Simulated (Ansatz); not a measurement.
# CdTe: the cost of one run

Computed with Ansatz 0.2.0 (DFT PBEsol, scalar-relativistic, plane waves, PAW, unless a step's input says otherwise).

The COD entry's cell or inner coordinates are ideal or old and differ from later refinements, so a difference from it is no clean test against experiment.

2 further runs of the same task are left out: 2 set aside as unsound or not needed.

**1. The structure to begin with**

It takes space group F-43m (No. 216, cubic). Conventional cell: a = 6.489 Å, b = 6.489 Å, c = 6.489 Å, α = 90.00°, β = 90.00°, γ = 90.00°. Cd (site symmetry -43m) has 4 Te at 2.81 Å as nearest neighbours. Te (site symmetry -43m) is surrounded by 4 Cd at 2.81 Å.

Structure file:

```xyz
2
Lattice="0.0000 3.2447 3.2447 3.2447 0.0000 3.2447 3.2447 3.2447 0.0000" Properties=species:S:1:pos:R:3 pbc="T T T"
Cd    0.0000    0.0000    0.0000
Te    4.8670    4.8670    4.8670
```

It is the result of an earlier relaxation at this level (volume 34.16 Å³/atom; gap on the mesh: 0.65 eV).

The bulk reference comes from a run made before at the same settings: -7543.1716 eV/atom.

**2. Cutting the (111) slab**

Miller indices refer to the conventional cell of the relaxed bulk, F-43m (No. 216): a = 6.489 Å, b = 6.489 Å, c = 6.489 Å, α = 90.00°, β = 90.00°, γ = 90.00°.

Cut from the relaxed bulk: a (111) slab, 8.4 Å thick as cut, with 15 Å of vacuum; its outer planes are Cd (top) and Te (bottom).

The slab as cut. Layers, bottom to top:

| plane | atoms per cell | height over the lowest (Å) |
| --- | --- | --- |
| 1 | Te | 0.00 |
| 2 | Cd | 0.94 |
| 3 | Te | 3.75 |
| 4 | Cd | 4.68 |
| 5 | Te | 7.49 |
| 6 | Cd | 8.43 |

**3. The slab as cut, atoms at the bulk's places**

The cell repeats along c, and a dipole correction in the vacuum removes the field between the copies.

File input.yaml:

```yaml
crystal:
  lattice:
    - [4.588658479, 0.0, 0.0]
    - [-2.2943292395, 3.9738948121, 0.0]
    - [0.0, 0.0, 23.429903908]
  atoms:
    - { symbol: Te, position: [0.0, 0.0, 0.3201037456] }
    - { symbol: Cd, position: [0.3333333333, 0.6666666667, 0.360080691] }
    - { symbol: Te, position: [0.3333333333, 0.6666666667, 0.4800115273] }
    - { symbol: Cd, position: [0.6666666667, 0.3333333333, 0.5199884727] }
    - { symbol: Te, position: [0.6666666667, 0.3333333333, 0.639919309] }
    - { symbol: Cd, position: [0.0, 0.0, 0.6798962544] }
basis:
  ecutwfc: 420
kpoints:
  mp_grid: { grid: [6, 6, 1] }
hamiltonian:
  xc: pbesol
scf:
  occupations: { method: gaussian, width: 0.05 }
output:
  forces: true
  stress: true
  eigenvalues: true
  write_density: true
  write_potential: true
  elf: true
  volumetric_format: npy
efield:
  axis: 3
  dipole_correction: true
  ramp_width: 0.04
```

Started as:

```console
ansatz run input.yaml --threads 1 --pin off --max-ram 2560MiB --backend cpu --events-out ev --progress --plain --runs-dir out
```

What time and memory should one allow on 1 thread of AMD EPYC 9R45 (Zen 5), shared host?

About 8.5 s, with a peak of 0.67 GiB.
